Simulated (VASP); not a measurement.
# Cu in VASP: reference runs

Aim: a first look at Cu with PBE, on the cell as given and on a disturbed one.

Program: VASP 6.6.1. These are calculated values, not measurements. Logs are shortened: lines on timing, memory, paths and dates and some standing lists are left out, and cuts for length are marked.

## (1) The slab as given

The cell holds a slab with vacuum, 6 atoms: a = 2.504 Å, b = 2.504 Å, c = 24.576 Å, α = 90.00°, β = 90.00°, γ = 120.00°.

The slab is cut from a database's or a generator's crystal, which needn't be the stable form of the element.

## (2) Single point, PBE (atoms moved at random, drawn with an rms of 0.05 Å)

The input, INCAR:

```
PREC = Accurate ; ENCUT = 520
EDIFF = 1E-7 ; ISMEAR = -1
SIGMA = 0.05 ; LREAL = F
LASPH = T ; NELM = 80
ALGO = Normal ; ISIF = 2
LWAVE = F ; LCHARG = T
GGA = PE ; LELF = T
LVHAR = T ; NBANDS = 42
```

The input, KPOINTS:

```
regular mesh
0
Gamma
  12 12 2
```

The input, POSCAR:

```
Cu
1.0
    2.5036582226      0.0000000000      0.0000000000
   -1.2518291113      2.1682316232      0.0000000000
    0.0000000000      0.0000000000     24.5755892700
Cu
6
Direct
    0.3287510000      0.6671720000      0.7094670000
    0.6511870000      0.3224660000      0.5448450000
   -0.0017960000     -0.0043580000      0.6272460000
    0.3300140000      0.6600420000      0.4571830000
    0.6673370000      0.3326460000      0.2898910000
    0.0143780000      0.0006410000      0.3742170000
```

Potentials or basis: VASP PAW PBE potentials, release 64 (Cu).

The run is started by

```sh
$ cat potpaw_PBE.64/Cu/POTCAR > POTCAR
$ mpirun -np 1 vasp_std > vasp.out
```

OUTCAR:

```text
PREC = Accurate
   ENCUT = 520
   EDIFF = 1E-7
   ISMEAR = -1
   LREAL = F
   LASPH = T
   NELM = 80
   ISIF = 2
   GGA = PE

 ion  position               nearest neighbor table
   1  0.329  0.667  0.709-   3 2.47   3 2.49   3 2.49
   2  0.651  0.322  0.545-   3 2.47   3 2.50   3 2.50   4 2.58   4 2.59   4 2.61
   3  0.998  0.996  0.627-   2 2.47   1 2.47   1 2.49   1 2.49   2 2.50   2 2.50
   4  0.330  0.660  0.457-   6 2.49   6 2.49   6 2.52   2 2.58   2 2.59   2 2.61
   5  0.667  0.333  0.290-   6 2.51   6 2.53   6 2.54
   6  0.014  0.001  0.374-   4 2.49   4 2.49   5 2.51   4 2.52   5 2.53   5 2.54

  LATTYP: Found a hexagonal cell.
 ALAT       =     2.5036582226
 C/A-ratio  =     9.8158722497

  Lattice vectors:

 A1 = (   2.5036582226,   0.0000000000,   0.0000000000)
 A2 = (  -1.2518291113,   2.1682316232,   0.0000000000)
 A3 = (   0.0000000000,   0.0000000000,  24.5755892700)

Analysis of symmetry for initial positions (statically):
=====================================================================
 Subroutine PRICEL returns:
 Original cell was already a primitive cell.

 Routine SETGRP: Setting up the symmetry group for a
 hexagonal supercell.

 Subroutine GETGRP returns: Found  1 space group operations
 (whereof  1 operations were pure point group operations)
 out of a pool of 24 trial point group operations.

The static configuration has the point symmetry C_1 .

Analysis of symmetry for dynamics (positions and initial velocities):
=====================================================================
 Subroutine PRICEL returns:
 Original cell was already a primitive cell.

 Routine SETGRP: Setting up the symmetry group for a
 hexagonal supercell.

 Subroutine GETGRP returns: Found  1 space group operations
 (whereof  1 operations were pure point group operations)
 out of a pool of 24 trial point group operations.

The dynamic configuration has the point symmetry C_1 .

 Subroutine INISYM returns: Found  1 space group operations
 (whereof  1 operations are pure point group operations),
 and found     1 'primitive' translations

----------------------------------------------------------------------------------------

                                     Primitive cell

  volume of cell :     133.4089

  direct lattice vectors                    reciprocal lattice vectors
     2.503658223  0.000000000  0.000000000     0.399415540  0.230602669  0.000000000
    -1.251829111  2.168231623  0.000000000     0.000000000  0.461205339  0.000000000
     0.000000000  0.000000000 24.575589270     0.000000000  0.000000000  0.040690784

  length of vectors
     2.503658223  2.503658223 24.575589270     0.461205339  0.461205339  0.040690784

  position of ions in fractional coordinates (direct lattice)
     0.328751000  0.667172000  0.709467000
     0.651187000  0.322466000  0.544845000
     0.998204000  0.995642000  0.627246000
     0.330014000  0.660042000  0.457183000
     0.667337000  0.332646000  0.289891000
     0.014378000  0.000641000  0.374217000

  ion indices of the primitive-cell ions
   primitive index   ion index
                 1           1
                 2           2
                 3           3
                 4           4
                 5           5
                 6           6

----------------------------------------------------------------------------------------

 KPOINTS: regular mesh

Automatic generation of k-mesh.
 Grid dimensions read from file:
 generate k-points for:   12   12    2

 Generating k-lattice:

  Cartesian coordinates                     Fractional coordinates (reciprocal lattice)
     0.033284628  0.019216889  0.000000000     0.083333333  0.000000000  0.000000000
     0.000000000  0.038433778  0.000000000     0.000000000  0.083333333  0.000000000
     0.000000000  0.000000000  0.020345392     0.000000000  0.000000000  0.500000000

  Length of vectors
     0.038433778  0.038433778  0.020345392

  Shift w.r.t. Gamma in fractional coordinates (k-lattice)
     0.000000000  0.000000000  0.000000000

 Subroutine IBZKPT returns following result:
 ===========================================

 Found    148 irreducible k-points:

 Following reciprocal coordinates:
            Coordinates               Weight
  0.000000  0.000000  0.000000      1.000000
  0.083333  0.000000  0.000000      2.000000
  0.000000  0.083333  0.000000      2.000000
 -0.083333  0.083333  0.000000      2.000000
  0.166667  0.000000  0.000000      2.000000
  0.000000  0.166667  0.000000      2.000000
[... 16 lines left out ...]
  0.166667  0.083333  0.000000      2.000000
 -0.083333  0.250000  0.000000      2.000000
 [... further k-points ...]
   k-points           NKPTS =    148   k-points in BZ     NKDIM =    148   number of bands    NBANDS=     42
   number of dos      NEDOS =    301   number of ions     NIONS =      6
   total plane-waves  NPLWV =  76800
   dimension x,y,z NGX =    20 NGY =   20 NGZ =  192
   dimension x,y,z NGXF=    40 NGYF=   40 NGZF=  384
   ions per type =               6
   NGX,Y,Z   is equivalent  to a cutoff of  13.28, 13.28, 12.99 a.u.
   NGXF,Y,Z  is equivalent  to a cutoff of  26.56, 26.56, 25.98 a.u.
 SYSTEM =  unknown system
   PREC   = accura    normal or accurate (medium, high low for compatibility)
   ISTART =      0    job   : 0-new  1-cont  2-samecut
   ICHARG =      2    charge: 1-file 2-atom 10-const
   ISPIN  =      1    spin polarized calculation?
   LNONCOLLINEAR =      F non collinear calculations
   LSORBIT =      F    spin-orbit coupling
   LASPH  =      T    aspherical Exc in radial PAW
   ENCUT  =  520.0 eV  38.22 Ry    6.18 a.u.   4.66  4.66 45.69*2*pi/ulx,y,z
   NELM   =     80;   NELMIN=  2; NELMDL= -5     # of ELM steps
   EDIFF  = 0.1E-06   stopping-criterion for ELM
   LREAL  =      F    real-space projection
   EDIFFG = 0.1E-05   stopping-criterion for IOM
   NSW    =      0    number of steps for IOM
   IBRION =     -1    ionic relax: 0-MD 1-quasi-New 2-CG
   NFREE  =      0    steps in history (QN), initial steepest desc. (CG)
   ISIF   =      2    stress and relaxation
   ISYM   =      2    0-nonsym 1-usesym 2-fastsym
   POTIM  = 0.5000    time-step for ionic-motion
   TEBEG  =    0.0;   TEEND  =   0.0 temperature during run
   PSTRESS=    0.0 pullay stress
   NELECT =      66.0000    total number of electrons
   NUPDOWN=      -1.0000    fix difference up-down
   EMIN   =  10.00;   EMAX   =-10.00  energy-range for DOS
   EFERMI =   0.00;   METHOD = LEGACY
   ISMEAR =    -1;   SIGMA  =   0.05  broadening in eV -4-tet -1-fermi 0-gaus
   EFERMI_NEDOS =   21; number of points for ismear=-14 and -15
   IALGO  =     38    algorithm
   IMIX   =      4    mixing-type and parameters
     AMIX     =   0.40;   BMIX     =  1.00
     AMIX_MAG =   1.60;   BMIX_MAG =  1.00
  volume/ion in A,a.u.               =      22.23       150.05
  Fermi-wavevector in a.u.,A,eV,Ry     =   1.294776  2.446772 22.809412  1.676445
  Thomas-Fermi vector in A             =   2.426337
   LORBIT       =      0    0 simple, 1 ext, 2 COOP (PROOUT), +10 PAW based schemes
   GGA     = PE    functional components
   LHFCALC =     F    Hartree Fock is set to
   AEXX    =    0.0000 exact exchange contribution
   IVDW    =     0    specifies the selected vdW correction
   LEPSILON=     F    determine dielectric tensor
   LRPA    =     F    only Hartree local field effects (RPA)
 non-spin polarized calculation
  energy-cutoff  :      520.00
  volume of cell :      133.41
 maximum number of plane-waves:      3631
   NGX =  9   NGY =  9   NGZ = 91

 number of electron      66.0000012 magnetization

 Free energy of the ion-electron system (eV)
  ---------------------------------------------------
  ext. energy  EPLUGINS =         0.00000000
  ---------------------------------------------------
  free energy    TOTEN  =       -21.31546973 eV

  energy without entropy =      -21.28726817  energy(sigma->0) =      -21.30136895

 E-fermi :   1.8924     XC(G=0):  -7.3244

 val. band max:        1.8913508559   @ k =   0.3333   0.1667   0.5000
 cond. band min:       1.9014520255   @ k =  -0.2500   0.5000   0.0000
 fundamental gap:      0.0101011695
 Fermi energy:         1.8923819692

 k-point     1 :       0.0000    0.0000    0.0000
  band No.  band energies     occupation
      1      -7.6602      2.00000
      2      -7.1077      2.00000
      3      -5.9682      2.00000
      4      -4.8515      2.00000
      5      -3.9022      2.00000
      6      -3.5781      2.00000
[... 34 lines left out ...]
     41       7.5865      0.00000
     42       9.5515      0.00000

 k-point     2 :       0.0833    0.0000    0.0000
  band No.  band energies     occupation
      1      -7.4272      2.00000
      2      -6.8800      2.00000
      3      -5.7503      2.00000
      4      -4.6471      2.00000
      5      -3.7214      2.00000
      6      -3.4227      2.00000
[... 34 lines left out ...]
     41       7.7924      0.00000
     42       9.7682      0.00000

 k-point     3 :       0.0000    0.0833    0.0000
  band No.  band energies     occupation
      1      -7.4272      2.00000
      2      -6.8800      2.00000
      3      -5.7503      2.00000
      4      -4.6471      2.00000
      5      -3.7215      2.00000
      6      -3.4227      2.00000
[... 34 lines left out ...]
     41       7.7924      0.00000
     42       9.7682      0.00000

 k-point     4 :      -0.0833    0.0833    0.0000
  band No.  band energies     occupation
      1      -7.4272      2.00000
      2      -6.8800      2.00000
      3      -5.7503      2.00000
      4      -4.6471      2.00000
      5      -3.7214      2.00000
      6      -3.4226      2.00000
[... 844 lines left out ...]
     41       8.2049      0.00000
     42      10.2012      0.00000

 k-point    23 :       0.1667    0.0833    0.0000
  band No.  band energies     occupation
      1      -6.0958      2.00000
      2      -5.5970      2.00000
      3      -4.5693      2.00000
      4      -3.6219      2.00000
      5      -2.8689      2.00000
      6      -2.6880      2.00000
[... 34 lines left out ...]
     41       9.0309      0.00000
     42      11.0607      0.00000

 k-point    24 :      -0.0833    0.2500    0.0000
  band No.  band energies     occupation
      1      -6.0955      2.00000
      2      -5.5972      2.00000
      3      -4.5692      2.00000
      4      -3.6213      2.00000
      5      -2.8694      2.00000
      6      -2.6868      2.00000
[... 34 lines left out ...]
     41       9.0312      0.00000
     42      11.0604      0.00000

 [... further k-points ...]

------------------------ aborting loop because EDIFF is reached ----------------------------------------

  FORCE on cell =-STRESS in cart. coord.  units (eV):
  Direction    XX          YY          ZZ          XY          YZ          ZX
  --------------------------------------------------------------------------------------
  -------------------------------------------------------------------------------------
  Total        3.8403068      3.8369874      2.8464201     -0.0248727     -0.0184064      0.0179173
  in kB       46.1202708     46.0804067     34.1841611     -0.2987093     -0.2210516      0.2151783
  external PRESSURE =      42.1282795 kB  Pullay stress =       0.0000000 kB

 VOLUME and BASIS-vectors are now :
 -----------------------------------------------------------------------------
  energy-cutoff  :      520.00
  volume of cell :      133.41
      direct lattice vectors                 reciprocal lattice vectors
     2.503658223  0.000000000  0.000000000     0.399415540  0.230602669  0.000000000
    -1.251829111  2.168231623  0.000000000     0.000000000  0.461205339  0.000000000
     0.000000000  0.000000000 24.575589270     0.000000000  0.000000000  0.040690784

 POSITION                                       TOTAL-FORCE (eV/Angst)
 -----------------------------------------------------------------------------------
     -0.01211      1.44658     17.43557         0.013935     -0.009380      0.458085
      1.22668      0.69918     13.38989         0.042697      0.020353     -0.551550
      1.25279      2.15878     15.41494        -0.042231     -0.004544      0.003619
     -0.00002      1.43112     11.23554         0.018112      0.007372      0.472635
      1.25437      0.72125      7.12424         0.026888      0.003649     -0.211956
      0.03520      0.00139      9.19660        -0.059401     -0.017450     -0.170833
 -----------------------------------------------------------------------------------
    total drift:                               -0.000587     -0.000184      0.001159

  FREE ENERGIE OF THE ION-ELECTRON SYSTEM (eV)
  ---------------------------------------------------
  free  energy   TOTEN  =       -21.3154697302 eV

  energy  without entropy=      -21.2872681669  energy(sigma->0) =      -21.30136895
```

It took 30 min on 1 thread of Intel Xeon Platinum 8375C at 2.90GHz (Ice Lake), shared host; peak memory 0.66 GiB.

Results:

| Quantity | Value |
| --- | --- |
| Free energy | -21.3155 eV |
| Largest force | 0.554 eV/Å |
| Band gap on the k mesh | none (metal or under the smearing width) |

Forces in eV/Å, atoms in the order of the input:
```
Cu   0.014 -0.009  0.458
Cu   0.043  0.020 -0.552
Cu  -0.042 -0.005  0.004
Cu   0.018  0.007  0.473
Cu   0.027  0.004 -0.212
Cu  -0.059 -0.017 -0.171
```

## (3) Single point, PBE

The input, INCAR:

```
ALGO = Normal ; EDIFF = 1E-7
ENCUT = 520 ; GGA = PE
ISIF = 2 ; ISMEAR = -1
LASPH = True ; LCHARG = False
LREAL = False ; LWAVE = False
NBANDS = 42 ; NELM = 100
PREC = Accurate ; SIGMA = 0.05
```

The input, KPOINTS:

```
k-points
0
Gamma
  12 12 2
```

The input, POSCAR:

```
Cu
1.0
    2.5036582226      0.0000000000      0.0000000000
   -1.2518291113      2.1682316232      0.0000000000
    0.0000000000      0.0000000000     24.5755892700
Cu
6
Direct
    0.3333333333      0.6666666667      0.7103855800
    0.6666666667      0.3333333333      0.5420091400
    0.0000000000      0.0000000000      0.6262355500
    0.3333333333      0.6666666667      0.4579908600
    0.6666666667      0.3333333333      0.2896144200
    0.0000000000      0.0000000000      0.3737644500
```

Potentials or basis: VASP PAW PBE potentials, release 64 (Cu).

The run is started by

```sh
$ cat potpaw_PBE.64/Cu/POTCAR > POTCAR
$ mpirun -np 1 vasp_std > vasp.out
```

OUTCAR:

```text
EDIFF = 1E-7
   ENCUT = 520
   GGA = PE
   ISIF = 2
   ISMEAR = -1
   LASPH = True
   LREAL = False
   NELM = 100
   PREC = Accurate

 ion  position               nearest neighbor table
   1  0.333  0.667  0.710-   3 2.52   3 2.52   3 2.52
   2  0.667  0.333  0.542-   4 2.52   4 2.52   4 2.52   3 2.52   3 2.52   3 2.52
   3  0.000  0.000  0.626-   1 2.52   1 2.52   1 2.52   2 2.52   2 2.52   2 2.52
   4  0.333  0.667  0.458-   2 2.52   2 2.52   2 2.52   6 2.52   6 2.52   6 2.52
   5  0.667  0.333  0.290-   6 2.52   6 2.52   6 2.52
   6  0.000  0.000  0.374-   5 2.52   5 2.52   5 2.52   4 2.52   4 2.52   4 2.52

[... 1288 lines left out ...]
  Total        3.6010120      3.6010120      2.4553069     -0.0000000     -0.0000000      0.0000000
  in kB       43.2464526     43.2464526     29.4870760     -0.0000000     -0.0000000      0.0000000
  external PRESSURE =      38.6599937 kB  Pullay stress =       0.0000000 kB

 VOLUME and BASIS-vectors are now :
 -----------------------------------------------------------------------------
  energy-cutoff  :      520.00
  volume of cell :      133.41
      direct lattice vectors                 reciprocal lattice vectors
     2.503658223  0.000000000  0.000000000     0.399415540  0.230602669  0.000000000
    -1.251829111  2.168231623  0.000000000     0.000000000  0.461205339  0.000000000
     0.000000000  0.000000000 24.575589270     0.000000000  0.000000000  0.040690784

 POSITION                                       TOTAL-FORCE (eV/Angst)
 -----------------------------------------------------------------------------------
     -0.00000      1.44549     17.45814         0.000000      0.000000      0.227400
      1.25183      0.72274     13.32019         0.000000      0.000000      0.022289
      0.00000      0.00000     15.39011        -0.000000      0.000000      0.013869
     -0.00000      1.44549     11.25540        -0.000000     -0.000000     -0.022289
      1.25183      0.72274      7.11745         0.000000     -0.000000     -0.227400
      0.00000      0.00000      9.18548        -0.000000      0.000000     -0.013869
 -----------------------------------------------------------------------------------
    total drift:                               -0.000000      0.000000      0.000000

  FREE ENERGIE OF THE ION-ELECTRON SYSTEM (eV)
  ---------------------------------------------------
  free  energy   TOTEN  =       -21.3509997707 eV

  energy  without entropy=      -21.3231086690  energy(sigma->0) =      -21.33705422
```

OSZICAR:

```text
N       E                     dE             d eps       ncg     rms          rms(c)
DAV:   1     0.592208449594E+03    0.59221E+03   -0.29536E+04  3192   0.232E+03
DAV:   2     0.441558105212E+02   -0.54805E+03   -0.52797E+03  3192   0.430E+02
DAV:   3    -0.241872314204E+02   -0.68343E+02   -0.63222E+02  3310   0.204E+02
[... 17 lines left out ...]
DAV:  21    -0.213509922359E+02   -0.57820E-05   -0.36738E-07  3054   0.166E-02    0.893E-04
DAV:  22    -0.213509983605E+02   -0.61247E-05   -0.30781E-07  2108   0.127E-02    0.630E-04
DAV:  23    -0.213509994196E+02   -0.10590E-05   -0.84506E-08  2136   0.535E-03    0.464E-04
DAV:  24    -0.213509997525E+02   -0.33293E-06   -0.30103E-08  2052   0.295E-03    0.841E-05
DAV:  25    -0.213509997707E+02   -0.18197E-07   -0.85190E-09  2028   0.161E-03
   1 F= -.21351000E+02 E0= -.21337054E+02  d E =-.278911E-01
```

stdout:

```text
POSCAR found type information on POSCAR Cu
 POSCAR found :  1 types and       6 ions
 scaLAPACK will be used
 LDA part: xc-table for (Slater+PW92), standard interpolation
 POSCAR, INCAR and KPOINTS ok, starting setup
 FFT: planning ... GRIDC
 FFT: planning ... GRID_SOFT
 FFT: planning ... GRID
 WAVECAR not read
 entering main loop
```

It took 3.9 min on 1 thread of AMD EPYC 9R45 (Zen 5), shared host; peak memory 0.3 GiB.

Results:

```
Free energy            : -21.3510 eV
Largest force          : 0.227 eV/Å
Band gap on the k mesh : none (metal or under the smearing width)
```

Forces in eV/Å, atoms in the order of the input:
```
Cu   0.000  0.000  0.227
Cu   0.000  0.000  0.022
Cu   0.000  0.000  0.014
Cu   0.000  0.000 -0.022
Cu   0.000  0.000 -0.227
Cu   0.000  0.000 -0.014
```

Levels at points of the mesh, in eV from the Fermi level:
```tsv
k point	band 30	band 31	band 32	band 33	band 34	band 35	band 36	band 37
(0.00, 0.00, 0.00)	-1.98	-1.98	-1.81	-1.81	-1.74	-1.74	-1.08	-0.62
(0.50, 0.00, 0.00)	-1.47	-0.62	0.19	0.82	1.20	1.43	1.48	4.27
(0.00, 0.00, 0.50)	-1.98	-1.98	-1.81	-1.81	-1.74	-1.74	-1.08	-0.62
(0.50, 0.00, 0.50)	-1.47	-0.62	0.19	0.82	1.20	1.43	1.48	4.27
```
